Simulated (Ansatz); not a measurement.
**TiO2: computed DOS**

```xyz
3
Lattice="2.9894 0.0000 0.0000 -1.4947 2.5889 0.0000 0.0000 0.0000 5.4932" Properties=species:S:1:pos:R:3 pbc="T T T"
Ti    0.0000    0.0000    0.0000
O     0.0000    1.7259    0.9649
O     1.4947    0.8630    4.5282
```

The conventional cell has a = 2.989 Å, b = 2.989 Å, c = 5.493 Å, α = 90.00°, β = 90.00°, γ = 120.00°. Ti (atom 1) is surrounded by 6 O at 1.98 Å. O (atom 2) is surrounded by 3 Ti at 1.98 Å.

The structure comes from a relaxation in the same program, started in the CdI2 type, and has space group P-3m1. Whether it is a known phase or the ground state wasn't checked.

Level of theory: Ansatz 0.2.0, DFT, PBE, all-electron LAPW, scalar-relativistic.

The runs use a Γ-centred 13×13×7 k mesh, Fermi–Dirac smearing of 0.05 eV, basis error target 1 meV/atom, no spin polarisation.

Question: Which of the resolved shells contributes most in the top eV of the valence band?

Answer: O 2p, with 96 % of all states there; Ti 3d follows with 3 %.

Question: Where is the centre of the filled Ti 3d states between -13 eV and the top of the filled states?

Answer: -2.90 eV from the valence-band top.

Question: Tabulate the density of states.

Answer: States per eV and cell, averaged over 0.4 eV, from -4.7 to 3.1 eV, with energies (bin centres) from the valence-band top; empty bins are left out. The partial columns, the largest 5 alone, are projections on Löwdin-orthogonalised atomic shells (those that the program's projection atoms carry: the occupied ones and, for some elements, an empty d or f shell; other empty shells have no column), summed over atoms of an element. Weights on diffuse s and p shells depend on that basis and aren't pure angular character.
```json
{"E (eV)": "-4.6", "total": "0.36", "O 2p": "0.24", "Ti 3d": "0.10", "O 2s": "0.00", "Ti 4s": "0.02", "Ti 3p": "0.00"}
{"E (eV)": "-4.2", "total": "1.35", "O 2p": "0.91", "Ti 3d": "0.35", "O 2s": "0.02", "Ti 4s": "0.05", "Ti 3p": "0.00"}
{"E (eV)": "-3.8", "total": "3.67", "O 2p": "2.51", "Ti 3d": "1.02", "O 2s": "0.04", "Ti 4s": "0.04", "Ti 3p": "0.02"}
{"E (eV)": "-3.4", "total": "4.28", "O 2p": "3.01", "Ti 3d": "1.14", "O 2s": "0.05", "Ti 4s": "0.04", "Ti 3p": "0.03"}
{"E (eV)": "-3.0", "total": "2.65", "O 2p": "1.94", "Ti 3d": "0.59", "O 2s": "0.06", "Ti 4s": "0.03", "Ti 3p": "0.01"}
{"E (eV)": "-2.6", "total": "2.29", "O 2p": "1.89", "Ti 3d": "0.28", "O 2s": "0.04", "Ti 4s": "0.05", "Ti 3p": "0.01"}
{"E (eV)": "-2.2", "total": "1.38", "O 2p": "1.09", "Ti 3d": "0.23", "O 2s": "0.01", "Ti 4s": "0.03", "Ti 3p": "0.01"}
{"E (eV)": "-1.8", "total": "4.82", "O 2p": "3.88", "Ti 3d": "0.74", "O 2s": "0.09", "Ti 4s": "0.04", "Ti 3p": "0.03"}
{"E (eV)": "-1.4", "total": "2.73", "O 2p": "2.34", "Ti 3d": "0.30", "O 2s": "0.03", "Ti 4s": "0.01", "Ti 3p": "0.02"}
{"E (eV)": "-1.0", "total": "1.62", "O 2p": "1.45", "Ti 3d": "0.13", "O 2s": "0.01", "Ti 4s": "0.00", "Ti 3p": "0.01"}
{"E (eV)": "-0.6", "total": "2.54", "O 2p": "2.42", "Ti 3d": "0.08", "O 2s": "0.01", "Ti 4s": "0.00", "Ti 3p": "0.01"}
{"E (eV)": "-0.2", "total": "2.30", "O 2p": "2.24", "Ti 3d": "0.03", "O 2s": "0.00", "Ti 4s": "0.00", "Ti 3p": "0.01"}
{"E (eV)": "2.6", "total": "0.39", "O 2p": "0.02", "Ti 3d": "0.36", "O 2s": "0.00", "Ti 4s": "0.00", "Ti 3p": "0.00"}
{"E (eV)": "3.0", "total": "4.82", "O 2p": "0.64", "Ti 3d": "4.04", "O 2s": "0.04", "Ti 4s": "0.04", "Ti 3p": "0.00"}
```
